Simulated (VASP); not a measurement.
# ZnSn2N2 (P-4m2) in VASP: notebook

The runs below take ZnSn2N2 through single point, with PBE.

Everything below comes from runs of VASP 6.6.1. Logs are shortened: lines on timing, memory, paths and dates and some standing lists are left out, and cuts for length are marked.

## 1. Starting point

It takes space group P-4m2 (No. 115, tetragonal). Conventional cell: a = 3.352 Å, b = 3.352 Å, c = 8.064 Å, α = 90.00°, β = 90.00°, γ = 90.00°. Around Sn (site symmetry 2mm) lie 2 N at 2.12 Å. Zn (site symmetry -4m2) is surrounded by 4 N at 2.05 Å. N (site symmetry 2mm) has 2 Zn at 2.05 Å and 2 Sn at 2.12 Å as nearest neighbours.

The cell comes from a database or a generator and needn't be the stable form of this composition.

## 2. Single point, PBE

Contents of INCAR:

```
SYSTEM = ZnSn2N2
  ADDGRID = .False.
  ALGO = Normal
  EDIFF = 1E-4
  ENCUT = 400
  GGA = PE
  ISIF = 2
  ISMEAR = 0
  LASPH = .True.
  LCHARG = .False.
  LREAL = Auto
  LWAVE = .False.
  NELM = 100
  PREC = Normal
  SIGMA = 0.05
```

Contents of KPOINTS:

```
k-points
0
Gamma
  5 5 2
  0 0 0
```

Contents of POSCAR:

```
ZnSn2N2
1.0
    3.3523260000      0.0000000000      0.0000000000
    0.0000000000      3.3523260000      0.0000000000
    0.0000000000      0.0000000000      8.0642090000
Sn Zn N
2 1 2
Direct
    0.5000000000      0.5000000000      0.3058270000
    0.5000000000      0.5000000000      0.6941730000
    0.0000000000      0.0000000000      0.0000000000
    0.0000000000      0.5000000000      0.8541900000
    0.5000000000      0.0000000000      0.1458100000
```

Potentials or basis: VASP PAW PBE potentials, release 64 (Sn_d, Zn, N).

Run with:

```console
$ cat potpaw_PBE.64/Sn_d/POTCAR potpaw_PBE.64/Zn/POTCAR potpaw_PBE.64/N/POTCAR > POTCAR
$ mpirun -np 1 vasp_std > vasp.out
```

OUTCAR:

```text
SYSTEM = ZnSn2N2
   EDIFF = 1E-4
   ENCUT = 400
   GGA = PE
   ISIF = 2
   ISMEAR = 0
   LASPH = .True.
   LREAL = Auto
   NELM = 100
   PREC = Normal

 Found     12 irreducible k-points:

 Following reciprocal coordinates:
            Coordinates               Weight
  0.000000  0.000000  0.000000      1.000000
  0.200000  0.000000  0.000000      4.000000
  0.400000  0.000000  0.000000      4.000000
  0.200000  0.200000  0.000000      4.000000
  0.400000  0.200000  0.000000      8.000000
  0.400000  0.400000  0.000000      4.000000
   k-points           NKPTS =     12   k-points in BZ     NKDIM =     12   number of bands    NBANDS=     30
   number of dos      NEDOS =    301   number of ions     NIONS =      5
   total plane-waves  NPLWV =  10240
   dimension x,y,z NGX =    16 NGY =   16 NGZ =   40
   dimension x,y,z NGXF=    32 NGYF=   32 NGZF=   80
   ions per type =               2   1   2
   NGX,Y,Z   is equivalent  to a cutoff of   7.93,  7.93,  8.25 a.u.
   NGXF,Y,Z  is equivalent  to a cutoff of  15.87, 15.87, 16.49 a.u.
 SYSTEM =  ZnSn2N2
   PREC   = normal    normal or accurate (medium, high low for compatibility)
   ISTART =      0    job   : 0-new  1-cont  2-samecut
   ICHARG =      2    charge: 1-file 2-atom 10-const
   ISPIN  =      1    spin polarized calculation?
   LNONCOLLINEAR =      F non collinear calculations
   LSORBIT =      F    spin-orbit coupling
   LASPH  =      T    aspherical Exc in radial PAW
   ENCUT  =  400.0 eV  29.40 Ry    5.42 a.u.   5.47  5.47 13.15*2*pi/ulx,y,z
   NELM   =    100;   NELMIN=  2; NELMDL= -5     # of ELM steps
   EDIFF  = 0.1E-03   stopping-criterion for ELM
   LREAL  =      T    real-space projection
   EDIFFG = 0.1E-02   stopping-criterion for IOM
   NSW    =      0    number of steps for IOM
   IBRION =     -1    ionic relax: 0-MD 1-quasi-New 2-CG
   NFREE  =      0    steps in history (QN), initial steepest desc. (CG)
   ISIF   =      2    stress and relaxation
   ISYM   =      2    0-nonsym 1-usesym 2-fastsym
   POTIM  = 0.5000    time-step for ionic-motion
   TEBEG  =    0.0;   TEEND  =   0.0 temperature during run
   PSTRESS=    0.0 pullay stress
   NELECT =      50.0000    total number of electrons
   NUPDOWN=      -1.0000    fix difference up-down
   EMIN   =  10.00;   EMAX   =-10.00  energy-range for DOS
   EFERMI =   0.00;   METHOD = LEGACY
   ISMEAR =     0;   SIGMA  =   0.05  broadening in eV -4-tet -1-fermi 0-gaus
   EFERMI_NEDOS =   21; number of points for ismear=-14 and -15
   IALGO  =     38    algorithm
   IMIX   =      4    mixing-type and parameters
     AMIX     =   0.40;   BMIX     =  1.00
     AMIX_MAG =   1.60;   BMIX_MAG =  1.00
  volume/ion in A,a.u.               =      18.13       122.32
  Fermi-wavevector in a.u.,A,eV,Ry     =   1.342703  2.537341 24.529295  1.802852
  Thomas-Fermi vector in A             =   2.470836
   LORBIT       =      0    0 simple, 1 ext, 2 COOP (PROOUT), +10 PAW based schemes
   GGA     = PE    functional components
   LHFCALC =     F    Hartree Fock is set to
   AEXX    =    0.0000 exact exchange contribution
   IVDW    =     0    specifies the selected vdW correction
   LEPSILON=     F    determine dielectric tensor
   LRPA    =     F    only Hartree local field effects (RPA)
 non-spin polarized calculation
 Gauss-broadening in eV      SIGMA  =   0.05
  energy-cutoff  :      400.00
  volume of cell :       90.63
 maximum number of plane-waves:      1674
   NGX = 11   NGY = 11   NGZ = 27

 number of electron      50.0000254 magnetization

 Free energy of the ion-electron system (eV)
  ---------------------------------------------------
  ext. energy  EPLUGINS =         0.00000000
  ---------------------------------------------------
  free energy    TOTEN  =       -24.22254912 eV

  energy without entropy =      -24.21823251  energy(sigma->0) =      -24.22039081

 E-fermi :   5.2865     XC(G=0): -10.2269

 val. band max:        5.2814295889   @ k =   0.4000   0.4000   0.5000
 cond. band min:       5.4596897079   @ k =   0.2000   0.2000   0.5000
 fundamental gap:      0.1782601191
 Fermi energy:         5.2865034944

 k-point     1 :       0.0000    0.0000    0.0000
  band No.  band energies     occupation
      1     -16.0199      2.00000
      2     -16.0172      2.00000
      3     -15.8848      2.00000
      4     -15.8205      2.00000
      5     -15.8205      2.00000
      6     -15.7647      2.00000
[... 22 lines left out ...]
     29      11.0342      0.00000
     30      11.5589      0.00000

 k-point     2 :       0.2000    0.0000    0.0000
  band No.  band energies     occupation
      1     -15.9855      2.00000
      2     -15.9819      2.00000
      3     -15.8829      2.00000
      4     -15.8428      2.00000
      5     -15.8187      2.00000
      6     -15.7854      2.00000
[... 22 lines left out ...]
     29      10.0015      0.00000
     30      11.3070      0.00000

 k-point     3 :       0.4000    0.0000    0.0000
  band No.  band energies     occupation
      1     -15.9881      2.00000
      2     -15.9364      2.00000
      3     -15.9097      2.00000
      4     -15.8173      2.00000
      5     -15.8156      2.00000
      6     -15.7956      2.00000
[... 22 lines left out ...]
     29      11.2589      0.00000
     30      11.7957      0.00000

 k-point     4 :       0.2000    0.2000    0.0000
  band No.  band energies     occupation
      1     -15.9534      2.00000
      2     -15.9503      2.00000
      3     -15.8733      2.00000
      4     -15.8475      2.00000
      5     -15.8241      2.00000
      6     -15.7835      2.00000
[... 22 lines left out ...]
     29       9.9778      0.00000
     30      10.8288      0.00000

 k-point     5 :       0.4000    0.2000    0.0000
  band No.  band energies     occupation
      1     -15.9818      2.00000
      2     -15.9176      2.00000
      3     -15.8739      2.00000
      4     -15.8144      2.00000
      5     -15.8140      2.00000
      6     -15.7965      2.00000
[... 22 lines left out ...]
     29      10.2469      0.00000
     30      11.4709      0.00000

 k-point     6 :       0.4000    0.4000    0.0000
  band No.  band energies     occupation
      1     -15.9742      2.00000
      2     -15.9732      2.00000
      3     -15.8311      2.00000
      4     -15.8290      2.00000
      5     -15.8231      2.00000
      6     -15.8083      2.00000
[... 22 lines left out ...]
     29       9.6913      0.00000
     30      10.4696      0.00000

 [... further k-points ...]
[... 5 lines left out ...]
  --------------------------------------------------------------------------------------
  -------------------------------------------------------------------------------------
  Total       -0.9737639     -0.9737639     -1.8394619      0.0000000     -0.0000000      0.0000000
  in kB      -17.2151165    -17.2151165    -32.5197438      0.0000000     -0.0000000      0.0000000
  external PRESSURE =     -22.3166589 kB  Pullay stress =       0.0000000 kB

 VOLUME and BASIS-vectors are now :
 -----------------------------------------------------------------------------
  energy-cutoff  :      400.00
  volume of cell :       90.63
      direct lattice vectors                 reciprocal lattice vectors
     3.352326000  0.000000000  0.000000000     0.298300344  0.000000000  0.000000000
     0.000000000  3.352326000  0.000000000     0.000000000  0.298300344  0.000000000
     0.000000000  0.000000000  8.064209000     0.000000000  0.000000000  0.124004723

 POSITION                                       TOTAL-FORCE (eV/Angst)
 -----------------------------------------------------------------------------------
      1.67616      1.67616      2.46625         0.000000      0.000000      0.255698
      1.67616      1.67616      5.59796        -0.000000      0.000000     -0.255698
      0.00000      0.00000      0.00000         0.000000      0.000000      0.000000
      0.00000      1.67616      6.88837         0.000000      0.000000      0.067806
      1.67616      0.00000      1.17584         0.000000      0.000000     -0.067806
 -----------------------------------------------------------------------------------
    total drift:                                0.000000     -0.000000      0.000000

  FREE ENERGIE OF THE ION-ELECTRON SYSTEM (eV)
  ---------------------------------------------------
  free  energy   TOTEN  =       -24.2225491195 eV

  energy  without entropy=      -24.2182325097  energy(sigma->0) =      -24.22039081
```

Wall time 8.4 s (1 thread of Intel Xeon 6975P-C (Granite Rapids), shared host); peak memory 0.13 GiB.

The run converged, but some of its settings lie outside the range that counts as converged, so its numbers aren't taken as properties of the crystal.

What came out:

* Free energy: -24.2225 eV
* Largest force: 0.256 eV/Å
* Band gap on the k mesh: none (metal or under the smearing width)

Caveat: the k mesh is coarse (spacing up to 0.39 Å⁻¹), so the values aren't converged; the cutoff is under 1.25 times the usual one of these potentials, so pressure, stress and relaxed cells hold a basis-set (Pulay) error.

## 3. Single point, PBE

Contents of INCAR:

```
SYSTEM = ZnSn2N2
  ADDGRID = .False.
  ALGO = Normal
  EDIFF = 1E-7
  ENCUT = 500
  GGA = PE
  ISIF = 2
  ISMEAR = 0
  LASPH = .True.
  LCHARG = .False.
  LREAL = .False.
  LWAVE = .False.
  NELM = 100
  PREC = Accurate
  SIGMA = 0.05
```

KPOINTS is that of step 2.

POSCAR is that of step 2.

Potentials or basis: VASP PAW PBE potentials, release 64 (Sn_d, Zn, N).

Run with:

```console
$ cat potpaw_PBE.64/Sn_d/POTCAR potpaw_PBE.64/Zn/POTCAR potpaw_PBE.64/N/POTCAR > POTCAR
$ mpirun -np 1 vasp_std > vasp.out
```

Run time: 17 s. Hardware: 1 thread of Intel Xeon 6975P-C (Granite Rapids), shared host; peak memory 0.19 GiB.

The run converged, but some of its settings lie outside the range that counts as converged, so its numbers aren't taken as properties of the crystal.

Results:

| Property | Result |
| --- | --- |
| Free energy | -24.2060 eV |
| Pressure | -0.5 GPa |
| Largest force | 0.251 eV/Å |
| Band gap on the k mesh | none (metal or under the smearing width) |

Caveat: the k mesh is coarse (spacing up to 0.39 Å⁻¹), so the values aren't converged.

## 4. Single point, PBE

Edit INCAR of step 3 so:

```diff
@@ -4,3 +4,3 @@
   EDIFF = 1E-7
-  ENCUT = 500
+  ENCUT = 350
   GGA = PE
```

Contents of KPOINTS:

```
k-points
0
Gamma
  6 6 3
  0 0 0
```

POSCAR is that of step 3.

Run with:

```console
$ cat potpaw_PBE.64/Sn_d/POTCAR potpaw_PBE.64/Zn/POTCAR potpaw_PBE.64/N/POTCAR > POTCAR
$ mpirun -np 1 vasp_std > vasp.out
```

It took 18 s on 1 thread of Intel Xeon 6975P-C (Granite Rapids), shared host; peak memory 0.16 GiB.

The run converged, but a check on its numbers failed (symmetry, net force, bounds or a known fault of this set-up), so they aren't taken as properties of the crystal.

Caveat: the cutoff lies under the usual one of these potentials, so the numbers hold a large basis-set error.

(Continued in part 2 of 2.)
